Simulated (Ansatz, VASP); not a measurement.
One calculation of F, two programs

```
F
1.0
     2.98012   -1.71278   -0.22985
     2.98012    1.71278   -0.22985
    -2.24082    0.00000    6.85921
F
4
Cartesian
  0.2951 0.0000 0.6058
  3.4244 0.0000 5.7937
  1.6591 0.0000 3.8419
  2.0603 0.0000 2.5576
```

Alike in both runs: task single point; functional PBEsol; k mesh 4 × 4 × 2; occupations gaussian, width 0.05 eV; no spin polarisation.

```csv
,VASP,Ansatz
version,VASP 6.6.1,Ansatz 0.2.0
potentials or method,"VASP PAW PBE potentials, release 64 (F)","scalar-relativistic, plane waves, PAW"
plane-wave cutoff (eV),520,520
valence electrons in the cell,28,28
```

VASP gave:

* gap on the k mesh at the Fermi level (eV): 3.63
* least direct gap on the mesh (eV): 3.74
* pressure (GPa): 6.0
* largest component of the traceless stress (GPa): 10.12
* rms of the force components (eV/Å): 1.707

Task: Which values does Ansatz return?

Result: gap on the k mesh at the Fermi level (eV): 3.72; least direct gap on the mesh (eV): 3.84; pressure (GPa): 5.3; largest component of the traceless stress (GPa): 8.15; rms of the force components (eV/Å): 1.374.

Atom by atom the forces differ by 0.333 eV/Å (rms over components).

Caveats: the k mesh is coarse (spacing up to 0.54 Å⁻¹), so the values aren't converged; the PAW data sets were made with another functional, which shifts forces and pressure a little (VASP). A k mesh can miss the band edges.
